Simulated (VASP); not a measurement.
A run of VASP 6.6.1 is set up as follows.

Contents of POSCAR:

```
AlN
1.0
    0.0000000000      2.0226210085      2.0226210085
    2.0226210085      0.0000000000      2.0226210085
    2.0226210085      2.0226210085      0.0000000000
Al N
1 1
Direct
    0.5000000000      0.5000000000      0.5000000000
    0.0000000000      0.0000000000      0.0000000000
```

INCAR.step1

```
SYSTEM = AlN
PREC = Accurate
ENCUT = 520
ISMEAR = 0
SIGMA = 0.02
LREAL = .FALSE.
LASPH = .TRUE.
NELM = 100
NBANDS = 11
GGA = PE
ALGO = Normal
EDIFF = 1E-4
LWAVE = .TRUE.
LCHARG = .FALSE.
```

File INCAR.step2:

```
SYSTEM = AlN
PREC = Accurate
ENCUT = 520
EDIFF = 1E-6
ISMEAR = 0
SIGMA = 0.02
LREAL = .FALSE.
LASPH = .TRUE.
NELM = 100
ALGO = Normal
ISIF = 2
LWAVE = .FALSE.
LCHARG = .FALSE.
METAGGA = R2SCAN
LMIXTAU = .TRUE.
NBANDS = 11
ISTART = 1
```

File KPOINTS:

```
regular mesh
0
G
  10 10 10
  0 0 0
```

Potentials or basis: VASP PAW PBE potentials, release 64 (Al, N).

Launch:

```sh
$ cat potpaw_PBE.64/Al/POTCAR potpaw_PBE.64/N/POTCAR > POTCAR
$ cp INCAR.step1 INCAR
$ mpirun -np 1 vasp_std > vasp.out
$ cp INCAR.step2 INCAR
$ mpirun -np 1 vasp_std > vasp.out
```

Task: Predict the band gap on the k mesh.

Result: 5.47 eV, indirect (least direct gap 6.49 eV).

Task: What does it give for the pressure?

Result: -2.3 GPa.

Caveat: the PAW data sets were made with another functional, which shifts forces and pressure a little. A k mesh can miss the band edges.
